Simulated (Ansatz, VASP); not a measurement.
# BaS in VASP and in Ansatz

```
CELL_PARAMETERS angstrom
0.00000 3.16630 3.21380
3.16630 0.00000 3.21380
3.16630 3.16630 0.00000
ATOMIC_POSITIONS crystal
Ba 0.00000 0.00000 0.00000
S 0.50000 0.50000 0.50000
```

Change from the starting cell: strain +0.0150 x Voigt [0, 0, 1, 0, 0, 0], atoms carried along.

Alike in both runs: task single point; functional PBEsol; k mesh 8 × 8 × 8; occupations gaussian, width 0.05 eV; no spin polarisation.

```csv
,VASP,Ansatz
version,VASP 6.6.1,Ansatz 0.2.0
potentials or method,"VASP PAW PBE potentials, release 64 (Ba_sv, S)","scalar-relativistic, plane waves, PAW"
plane-wave cutoff (eV),520,420
valence electrons in the cell,16,16
```

|  | VASP | Ansatz | Ansatz less VASP |
| --- | --- | --- | --- |
| gap on the k mesh at the Fermi level (eV) | 1.94 | 2.04 | +0.103 |
| least direct gap on the mesh (eV) | 2.07 | 2.14 | +0.068 |
| pressure (GPa) | 0.0 | -0.7 | -0.65 |
| largest component of the traceless stress (GPa) | 0.85 | 0.77 | -0.079 |

Caveats: the PAW data sets were made with another functional, which shifts forces and pressure a little (VASP); spin-orbit coupling is left out, which moves the levels of the heavy elements. A k mesh can miss the band edges.
